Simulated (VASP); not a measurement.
The system is BaTiO3.

```xyz
5
Lattice="3.9998 0.0000 0.0000 0.0000 3.9998 0.0000 0.0000 0.0000 4.0180" Properties=species:S:1:pos:R:3 pbc="T T T"
Ba    0.0000    0.0000    0.0000
Ti    1.9999    1.9999    1.9688
O     1.9999    1.9999    0.0763
O     1.9999    0.0000    2.0773
O     0.0000    1.9999    2.0773
```

| Item | Value |
| --- | --- |
| Program | VASP 6.6.1 |
| Task | relaxation of cell and atoms |
| Functional | PBEsol |
| Potentials or basis | VASP PAW PBE potentials, release 64 (Ba_sv, Ti_sv, O) |
| Cutoff | 600 eV |
| k mesh | 8 × 8 × 8 |
| Occupations | gaussian, width 0.03 eV |
| Spin | no spin polarisation |

At the start: pressure -2.2 GPa; volume 12.86 Å³/atom.

Question: How do energy, volume and symmetry change on relaxing?

Answer: Over 13 steps the energy falls by 3.0 meV/atom and the volume is 12.79 Å³/atom (-0.5 %); space group P4mm (No. 99, to 0.05 Å).

Step by step:
```
step  energy change (eV)  largest force (eV/Å)  pressure (GPa)  volume (Å³)
   1              0.0000                0.3270           -2.15        64.28
   2             -0.0031                0.0389            2.65        62.69
   3             -0.0086                0.1429            0.46        63.38
   4             -0.0112                0.0847            0.32        63.51
   5             -0.0125                0.0977            0.08        63.79
   6             -0.0127                0.0942            0.10        63.71
   7             -0.0137                0.0544           -0.07        63.84
   8             -0.0141                0.0693           -0.37        64.05
   9             -0.0145                0.0625            0.06        63.93
  10             -0.0145                0.0629            0.08        63.93
  11             -0.0147                0.0363            0.05        63.95
  12             -0.0148                0.0297            0.01        63.96
  13             -0.0149                0.0058            0.02        63.97
```

Final structure:
```
CELL_PARAMETERS angstrom
3.96645 0.00000 0.00000
0.00000 3.96645 0.00000
0.00000 0.00000 4.06626
ATOMIC_POSITIONS crystal
Ba 0.00000 0.00000 0.99865
Ti 0.50000 0.50000 0.48200
O 0.50000 0.50000 0.02903
O 0.50000 0.00000 0.51666
O 0.00000 0.50000 0.51666
```

Caveat: the PAW data sets were made with another functional, which shifts forces and pressure a little.
